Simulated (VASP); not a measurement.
# ZnS: relaxation of the cell, by functional

ZnS, P6_3mc (no. 186), 4 atoms in the cell.

| Functional | Volume (A^3) | Pressure left (GPa) | Ionic steps | SCF steps in all | Time (s) |
|---|---|---|---|---|---|
| HCTH93 | 84.348 | -0.03 | 7 | 69 | 285 |
| tau-HCTH | 83.060 | -0.03 | 7 | 87 | 1323 |

## Input of the first row

INCAR:
```
PREC = Accurate
ENCUT = 600
EDIFF = 1E-7
ISMEAR = 0
SIGMA = 0.02
LREAL = False
LASPH = True
ALGO = Normal
NELM = 100
ISIF = 3
LWAVE = False
LCHARG = False
IBRION = 2
NSW = 40
EDIFFG = -0.01
GGA_COMPAT = False
GGA = LIBXC
LIBXC1 = GGA_XC_HCTH_93
```

KPOINTS:
```
k-points
0
Gamma
  7 7 4
```

POSCAR:
```
ZnS
1.0
    3.8110000000      0.0000000000      0.0000000000
   -1.9055000000      3.3004228138      0.0000000000
    0.0000000000      0.0000000000      6.2340000000
Zn S
2 2
Direct
    0.6666666667      0.3333333333      0.5000000000
    0.3333333333      0.6666666667      0.0000000000
    0.6666666667      0.3333333333      0.8850000000
    0.3333333333      0.6666666667      0.3850000000
```

Commands:
```
cat potpaw_PBE.64/Zn/POTCAR potpaw_PBE.64/S/POTCAR > POTCAR
mpirun -np 1 vasp_std > vasp.out
```

Changes of the last row against the first:
```
- GGA = LIBXC
- LIBXC1 = GGA_XC_HCTH_93
+ METAGGA = LIBXC
+ LMIXTAU = True
+ LIBXC1 = MGGA_X_TAU_HCTH
+ LIBXC2 = GGA_C_TAU_HCTH
```

VASP 6.6.1 took 285 s on 1 core (AMD EPYC 7R43 (Zen 3)), a shared host.
